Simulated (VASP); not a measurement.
Runs of VASP 6.6.1 on GaN. It takes space group Fm-3m (No. 225, cubic). The conventional cell has a = 4.270 Å, b = 4.270 Å, c = 4.270 Å, α = 90.00°, β = 90.00°, γ = 90.00°. Ga (site symmetry m-3m) is surrounded by 6 N at 2.14 Å. N (site symmetry m-3m) has 6 Ga at 2.14 Å as nearest neighbours. Measurements of this composition are mostly on another form, of space group No. 186.

```tsv
task	level	potentials or basis	cell	k mesh	cutoff (eV)	mesh quality	gap on the mesh (eV)	pressure (GPa)	relaxed volume (Å³/atom)
relaxation of cell and atoms	PBEsol	VASP PAW PBE potentials, release 64 (Ga, N)	relaxed	14 × 14 × 14	580	not flagged	0.56	0.0	(a)
relaxation of cell and atoms	PBEsol	VASP PAW PBE potentials, release 64 (Ga_d, N)	relaxed	6 × 6 × 6	600	coarse	0.52	0.0	9.40
relaxation of cell and atoms	PBEsol	VASP PAW PBE potentials, release 64 (Ga_d, N)	relaxed	14 × 14 × 14	600	not flagged	0.53	0.0	9.40
relaxation of cell and atoms	PBEsol	VASP PAW PBE potentials, release 64 (Ga_d, N_s)	relaxed	14 × 14 × 14	480	not flagged	0.54	-0.1	9.41
relaxation of cell and atoms	RPBE	VASP PAW PBE potentials, release 64 (Ga_d, N)	relaxed	14 × 14 × 14	600	not flagged	(c)	0.0	9.97
single point	PBEsol	VASP PAW PBE potentials, release 64 (Ga_d, N)	as given	14 × 14 × 14	520	not flagged	0.32	(d)	-
relaxation of cell and atoms	LDA	VASP PAW LDA potentials, release 64 (Ga_d, N)	relaxed	14 × 14 × 14	600	not flagged	0.59	0.0	(b)
```

Alike in all rows: no spin polarisation; smearing gaussian 0.02 eV.

Q: Fill in the values left out.

A: (a) 9.51; (b) 9.18; (c) 0.35; (d) -7.2.

Caveats: some runs use coarse meshes; the PAW data sets were made with another functional, which shifts forces and pressure a little (some runs).

A k mesh can miss the band edges, and the runs leave out spin-orbit coupling on Ga.

The runs don't all hold the same shells in valence.

Runs at the PBE level aren't shown here.
